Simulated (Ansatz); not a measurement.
Ansatz input

```yaml
crystal:
  lattice:
    - [3.6624839318, 0.0, 0.0]
    - [-1.8312419659, 3.1718041259, 0.0]
    - [0.0, 0.0, 3.8475617728]
  atoms:
    - { symbol: Se, position: [0.3333333333, 0.6666666667, 0.25] }
    - { symbol: Se, position: [0.6666666667, 0.3333333333, 0.75] }
hamiltonian:
  xc: pbe
  pseudopotentials:
    kind: paw_fr
    azcp:
      Se: "pseudopotentials/Se.paw.azcp"
basis:
  ecutwfc: 420
  fft_grid_basis: typed
kpoints:
  mp_grid: { grid: [10, 10, 8], shift: [0, 0, 0] }
magnetization:
  noncollinear: true
  spin_orbit: true
scf:
  occupations: { method: fermi_dirac, width: 0.1 }
```

Output

```
Engine: ansatz 0.2.0, x86_64-unknown-linux-gnu
Pseudopotentials: kind: paw_fr
Pseudopotential: Se, paw_fr, valence charge 16, recommended cutoff 420 eV (normal) 
Functional definition: PBE
  parameter kappa = 0.804
  parameter beta = 0.06672455060314922
  exchange = pbe_x(kappa = kappa, mu = beta*pi^2/3)
  correlation = pbe_c(beta = beta)
non-collinear run that drives no moment, with spin-orbit: no starting moment large enough to seed its density (crystal.atoms[].spin), no starting occupations that ask for one, no magnetisation constraint and no magnetic field, so the semilocal B_xc is pinned to zero
Crystal: 2 atoms, lattice volume = 44.696 Å³
Basis set: ecut = 420 eV, 877 PW (Γ)
Bands: 40, of which v1, the nominal top of the filled ones, is band 32 counted from 1 (31 counted from 0)
Symmetry: 24 space group operations + 24 with time reversal
Magnetic group: BNS 194.264 (UNI 1494), of the structure as read, at distance tolerance 3.5e-5 Å
k-points: 70 of 800
Projection manifold: j_resolved (fully-relativistic pseudo-atomic orbitals)
Non-local potential: Se, projectors of the file, l = 0: 2, l = 1: 4, l = 2: 6, l = 3: 2
PAW form: soft (Blöchl's): semilocal exchange-correlation on the pseudo side does not see the compensation charge
PAW one-centre angular grid: Se, 590 points (default); XC on 96 Gauss nodes
Initial density: superposition of atomic densities (chi_scale 0.1, normalization cell)
Initial wavefunctions: pseudopotential atomic-orbital guess
Functional: x = pbe(κ = 0.804, μ = 0.2195149727645171), c = pbe(β = 0.06672455060314922)
SCF iter   1: F=—  HF=-10937.790485 eV  |F-HF|=—  |Δ(HF+E_count)|=         —  Δρ=1.19e-2  dr2=3.83e-2  dr2_m=0.00e0 (ungated)  ethr=3.10e-3  |M|=0.00e0 ∫|m|=0.00e0 μB  |m|>n=0.0e0 m-floor=0.0e0 τ_xc=0.0e0  β_m=0.30  ⟨swp⟩=10.6  Hψ=6607  notcnv=0
spin=Noncollinear: Kerker preconditioning applied to the charge; magnetization (m_x, m_y, m_z) channels mix plain (no charge-response kernel on spin).
SCF iter   2: F=—  HF=-10937.791880 eV  |F-HF|=—  |Δ(HF+E_count)|=   1.40e-3  Δρ=9.36e-3  dr2=2.43e-2  dr2_m=0.00e0 (ungated)  ethr=1.20e-4  |M|=0.00e0 ∫|m|=0.00e0 μB  |m|>n=0.0e0 m-floor=0.0e0 τ_xc=0.0e0  β_m=0.59  ⟨swp⟩=1.0  Hψ=1680  notcnv=0
SCF iter   3: F=—  HF=-10937.794874 eV  |F-HF|=—  |Δ(HF+E_count)|=   2.99e-3  Δρ=1.06e-3  dr2=5.29e-4  dr2_m=0.00e0 (ungated)  ethr=7.59e-5  |M|=0.00e0 ∫|m|=0.00e0 μB  |m|>n=0.0e0 m-floor=0.0e0 τ_xc=0.0e0  β_m=0.71  ⟨swp⟩=2.4  Hψ=1915  notcnv=0
SCF iter   4: F=—  HF=-10937.794955 eV  |F-HF|=—  |Δ(HF+E_count)|=   8.14e-5  Δρ=4.70e-4  dr2=1.37e-4  dr2_m=0.00e0 (ungated)  ethr=1.65e-6  |M|=0.00e0 ∫|m|=0.00e0 μB  |m|>n=0.0e0 m-floor=0.0e0 τ_xc=0.0e0  β_m=0.72  ⟨swp⟩=2.4  Hψ=2434  notcnv=0
SCF iter   5: F=—  HF=-10937.794986 eV  |F-HF|=—  |Δ(HF+E_count)|=   3.10e-5  Δρ=2.14e-4  dr2=3.85e-5  dr2_m=0.00e0 (ungated)  ethr=4.28e-7  |M|=0.00e0 ∫|m|=0.00e0 μB  |m|>n=0.0e0 m-floor=0.0e0 τ_xc=0.0e0  β_m=0.86  ⟨swp⟩=2.4  Hψ=2534  notcnv=0
SCF iter   6: F=—  HF=-10937.795003 eV  |F-HF|=—  |Δ(HF+E_count)|=   1.69e-5  Δρ=8.05e-5  dr2=3.52e-6  dr2_m=0.00e0 (ungated)  ethr=1.20e-7  |M|=0.00e0 ∫|m|=0.00e0 μB  |m|>n=0.0e0 m-floor=0.0e0 τ_xc=0.0e0  β_m=0.93  ⟨swp⟩=2.2  Hψ=1999  notcnv=0
SCF iter   7: F=-10937.795006 eV  HF=-10937.795005 eV  |F-HF|=7.47e-8  |Δ(HF+E_count)|=   2.13e-6  Δρ=1.29e-5  dr2=6.77e-8  dr2_m=0.00e0 (ungated)  ethr=3.13e-10  |M|=0.00e0 ∫|m|=0.00e0 μB  |m|>n=0.0e0 m-floor=0.0e0 τ_xc=0.0e0  ⟨swp⟩=2.0  Hψ=4247  notcnv=0
SCF 1 converged in 7 iterations: F = -10937.795006 eV  dr2 = 6.77e-8
SCF converged after 7 iterations
Magnetization: |M| = 0.0000 μB,  M = (+0.0000, +0.0000, +0.0000) μB
Absolute magnetization: 0.0000 μB (∫|m|)
  site 0: m = (+0.0000, +0.0000, +0.0000) μB, |m| = 0.0000 μB  (R = 1.18 Å)
  site 1: m = (+0.0000, +0.0000, +0.0000) μB, |m| = 0.0000 μB  (R = 1.18 Å)
Free energy (F): -10937.795006 eV
Harris-Foulkes:  -10937.795005 eV  (|F-HF|=7.47e-8)
Internal energy: -10937.762434 eV  (E = F + TS)
E sigma→0 (E₀):  -10937.778720 eV
Entropy (-TS):   -0.032572 eV (-16.286 meV/atom)
Fermi energy:    9.767129 eV
--- Per-component energies (eV) ---
  E_band       = -732.332710
  E_kinetic    = 233.060434
  E_local      = -4442.259534  (includes V_loc(G=0)·N_el)
  E_nonlocal   = -1187.632364
  E_hartree    = 2212.675670
  E_xc         = -206.763573
  E_vxc        = -194.194833  (∫ρ·V_xc dr)
  E_paw        = -3825.384805  (= ΣΔE_a)
  E_vpaw       = 433.346381  (= ΣTr[D̂ρ^β])
  E_aug_tail   = -0.001191  (compensation charges beyond the density's cutoff)
  E_ewald      = -3721.457071
  E_smearing   = -0.032572  (= −TS)
  E_closure    = 0.000000  (closes the sum)
  Σ components = -10937.795006   (vs F -10937.795006, Δ=0.00e0)
```
